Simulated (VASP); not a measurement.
# Hf (Fm-3m) in VASP: further runs

The runs below take Hf through relaxation of cell and atoms, with LDA.

Program: VASP 6.6.1. These are calculated values, not measurements. Logs are shortened: lines on timing, memory, paths and dates and some standing lists are left out, and cuts for length are marked.

### Step 1. Starting point

It takes space group Fm-3m (No. 225, cubic). Conventional cell: a = 4.440 Å, b = 4.440 Å, c = 4.440 Å, α = 90.00°, β = 90.00°, γ = 90.00°. Hf (site symmetry m-3m) has 12 Hf at 3.14 Å as nearest neighbours.

This isn't the form of Hf at room conditions, which is hcp.

### Step 2. Relaxation of cell and atoms, LDA, target pressure 2 GPa, at which the enthalpy is minimised

INCAR

```
SYSTEM = Hf
ALGO = Fast
EDIFF = 1E-7
EDIFFG = -0.01
ENCUT = 600
GGA = CA
IBRION = 2
ISIF = 3
ISMEAR = -1
LASPH = .True.
LCHARG = .False.
LREAL = .False.
LWAVE = .False.
NELM = 80
NSW = 40
PREC = Accurate
PSTRESS = 20
SIGMA = 0.05
```

KPOINTS

```
k-points
0
Gamma
  10 10 10
  0 0 0
```

POSCAR

```
Hf
1.0
    0.0000000000      2.2200000000      2.2200000000
    2.2200000000      0.0000000000      2.2200000000
    2.2200000000      2.2200000000      0.0000000000
Hf
1
Direct
    0.0000000000      0.0000000000      0.0000000000
```

Potentials or basis: VASP PAW LDA potentials, release 64 (Hf_pv).

Command:

```sh
$ cat potpaw_LDA.64/Hf_pv/POTCAR > POTCAR
$ mpirun -np 1 vasp_std > vasp.out
```

OUTCAR:

```text
SYSTEM = Hf
   EDIFF = 1E-7
   EDIFFG = -0.01
   ENCUT = 600
   GGA = CA
   IBRION = 2
   ISIF = 3
   ISMEAR = -1
   LASPH = .True.
   LREAL = .False.
   NELM = 80
   NSW = 40
   PREC = Accurate
   PSTRESS = 20

 ion  position               nearest neighbor table
   1  0.000  0.000  0.000-

  LATTYP: Found a face centered cubic cell.
 ALAT       =     4.4400000000

  Lattice vectors:

 A1 = (   0.0000000000,   2.2200000000,   2.2200000000)
 A2 = (   2.2200000000,   0.0000000000,   2.2200000000)
 A3 = (   2.2200000000,   2.2200000000,   0.0000000000)

Analysis of symmetry for initial positions (statically):
=====================================================================
 Subroutine PRICEL returns:
 Original cell was already a primitive cell.

 Routine SETGRP: Setting up the symmetry group for a
 face centered cubic supercell.

 Subroutine GETGRP returns: Found 48 space group operations
 (whereof 48 operations were pure point group operations)
 out of a pool of 48 trial point group operations.

The static configuration has the point symmetry O_h .

Analysis of symmetry for dynamics (positions and initial velocities):
=====================================================================
 Subroutine PRICEL returns:
 Original cell was already a primitive cell.

 Routine SETGRP: Setting up the symmetry group for a
 face centered cubic supercell.

 Subroutine GETGRP returns: Found 48 space group operations
 (whereof 48 operations were pure point group operations)
 out of a pool of 48 trial point group operations.

The dynamic configuration has the point symmetry O_h .

 Subroutine INISYM returns: Found 48 space group operations
 (whereof 48 operations are pure point group operations),
 and found     1 'primitive' translations

----------------------------------------------------------------------------------------

                                     Primitive cell

  volume of cell :      21.8821

  direct lattice vectors                    reciprocal lattice vectors
     0.000000000  2.220000000  2.220000000    -0.225225225  0.225225225  0.225225225
     2.220000000  0.000000000  2.220000000     0.225225225 -0.225225225  0.225225225
     2.220000000  2.220000000  0.000000000     0.225225225  0.225225225 -0.225225225

  length of vectors
     3.139554108  3.139554108  3.139554108     0.390101533  0.390101533  0.390101533

[... 94 lines left out ...]
   EFERMI_NEDOS =   21; number of points for ismear=-14 and -15
   IALGO  =     68    algorithm
   IMIX   =      4    mixing-type and parameters
     AMIX     =   0.40;   BMIX     =  1.00
     AMIX_MAG =   1.60;   BMIX_MAG =  1.00
  volume/ion in A,a.u.               =      21.88       147.67
  Fermi-wavevector in a.u.,A,eV,Ry     =   1.260991  2.382927 21.634588  1.590097
  Thomas-Fermi vector in A             =   2.394472
   LORBIT       =      0    0 simple, 1 ext, 2 COOP (PROOUT), +10 PAW based schemes
   GGA     = CA    functional components
   LHFCALC =     F    Hartree Fock is set to
   AEXX    =    0.0000 exact exchange contribution
   IVDW    =     0    specifies the selected vdW correction
   LEPSILON=     F    determine dielectric tensor
   LRPA    =     F    only Hartree local field effects (RPA)
 conjugate gradient relaxation of ions
 non-spin polarized calculation
 RMM-DIIS sequential band-by-band and
  energy-cutoff  :      600.00
  volume of cell :       21.88
 maximum number of plane-waves:       745
 NGX is ok and might be reduce to    28
   NGX = 13   NGY = 13   NGZ = 13

--------------------------------------- Ionic step        1  -------------------------------------------

 number of electron      10.0000000 magnetization

 Free energy of the ion-electron system (eV)
  ---------------------------------------------------
  ext. energy  EPLUGINS =         0.00000000
  ---------------------------------------------------
  free energy    TOTEN  =       -10.61926578 eV

  energy without entropy =      -10.60835492  energy(sigma->0) =      -10.61381035

------------------------ aborting loop because EDIFF is reached ----------------------------------------

  FORCE on cell =-STRESS in cart. coord.  units (eV):
  Direction    XX          YY          ZZ          XY          YZ          ZX
  --------------------------------------------------------------------------------------
  -------------------------------------------------------------------------------------
  Total       -0.7816812     -0.7816812     -0.7816812      0.0000000     -0.0000000     -0.0000000
  in kB      -57.2336366    -57.2336366    -57.2336366      0.0000000     -0.0000000     -0.0000000
  external PRESSURE =     -77.2336366 kB  Pullay stress =      20.0000000 kB
[... 98 lines left out ...]
--------------------------------------- Ionic step        4  -------------------------------------------

 number of electron      10.0000001 magnetization

 Free energy of the ion-electron system (eV)
  ---------------------------------------------------
  ext. energy  EPLUGINS =         0.00000000
  ---------------------------------------------------
  free energy    TOTEN  =       -10.63769454 eV

  energy without entropy =      -10.62620519  energy(sigma->0) =      -10.63194987

 E-fermi :   5.2753     XC(G=0): -11.8878

 val. band max:        5.2184461429   @ k =  -0.3000   0.3000   0.0000
 cond. band min:       5.2876304551   @ k =   0.3000   0.0000   0.0000
 fundamental gap:      0.0691843122
 Fermi energy:         5.2753131679

 k-point     1 :       0.0000    0.0000    0.0000
  band No.  band energies     occupation
      1     -24.2646      2.00000
      2     -24.2646      2.00000
      3     -24.2646      2.00000
      4      -2.1705      2.00000
      5       6.6302      0.00000
      6       6.6302      0.00000
      7       6.6302      0.00000
      8       9.7176      0.00000
      9       9.7176      0.00000
[... 265 lines left out ...]
 k-point    24 :       0.4000    0.3000    0.0000
  band No.  band energies     occupation
      1     -25.1221      2.00000
      2     -24.6095      2.00000
      3     -24.5726      2.00000
      4       1.8356      2.00000
      5       3.4861      2.00000
      6       6.2824      0.00000
      7       9.6467      0.00000
      8      10.8081      0.00000
      9      11.9621      0.00000

 [... further k-points ...]

------------------------ aborting loop because EDIFF is reached ----------------------------------------

  FORCE on cell =-STRESS in cart. coord.  units (eV):
  Direction    XX          YY          ZZ          XY          YZ          ZX
  --------------------------------------------------------------------------------------
  -------------------------------------------------------------------------------------
  Total        0.2564404      0.2564404      0.2564404      0.0000000     -0.0000000      0.0000000
  in kB       20.0972594     20.0972594     20.0972594      0.0000000     -0.0000000      0.0000000
  external PRESSURE =       0.0972594 kB  Pullay stress =      20.0000000 kB
[... 20 lines left out ...]
  energy  without entropy=      -10.6262051898  energy(sigma->0) =      -10.63194987

  enthalpy is  TOTEN    =       -10.3824952004 eV   P V=        0.2551993408

 reached required accuracy - stopping structural energy minimisation
```

Run time: 83 s. Hardware: 1 thread of AMD EPYC 7R43 (Zen 3), shared host; peak memory 0.12 GiB.

Results:

- Free energy: -10.6377 eV
- Relaxed volume: 20.44 Å³/atom
- Relaxed cell: a = 3.069 Å, b = 3.069 Å, c = 3.069 Å, α = 60.00°, β = 60.00°, γ = 60.00°
- Space group after relaxing (to 0.05 Å): Fm-3m (No. 225)
- Energy change on relaxing (the enthalpy is what falls): -18.4 meV/atom
- Ionic steps: 4
- Pressure after relaxing: 2.0 GPa
- Band gap on the k mesh: none (metal or under the smearing width)

Step by step:
```csv
step,energy change (eV),largest force (eV/Å),pressure (GPa),volume (Å³)
1,0.0000,0.0000,-5.72,21.88
2,0.0681,0.0000,14.70,18.71
3,-0.0188,0.0000,1.88,20.47
4,-0.0184,0.0000,2.01,20.44
```

Final structure:
```xyz
1
Lattice="0.0000 2.1703 2.1703 2.1703 0.0000 2.1703 2.1703 2.1703 0.0000" Properties=species:S:1:pos:R:3 pbc="T T T"
Hf    0.0000    0.0000    0.0000
```

Caveat: the cell is relaxed towards a set pressure, so the enthalpy falls and the energy may rise. The run has no spin-orbit coupling, so splittings on Hf are missing.

(Part 1 of 2 ends here.)
